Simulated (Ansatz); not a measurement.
ZnS:

```xyz
2
Lattice="0.0000 2.7020 2.7020 2.7020 0.0000 2.7020 2.7020 2.7020 0.0000" Properties=species:S:1:pos:R:3 pbc="T T T"
Zn    4.0530    4.0530    4.0530
S     0.0000    0.0000    0.0000
```

Base run:

```yaml
Program: Ansatz 0.2.0
Functional: PBE
Potentials_or_basis: all-electron LAPW, scalar-relativistic
Cutoff: 280 eV (chosen from the basis error)
Basis_error_allowed: 0.001 eV/atom
k_mesh: 9 × 9 × 9
Occupations: gaussian, width 0.012 eV
Spin: no spin polarisation
```

Its results: band gap on the k mesh 2.11 eV, direct; pressure 1.6 GPa.

Problem. The run is repeated on the same cell with these changes: functional from PBE to BLYP; occupations from gaussian, width 0.012 eV to fermi-dirac, width 0.05 eV. What comes out?

Solution. Band gap on the k mesh 2.09 eV, direct; pressure 5.4 GPa.
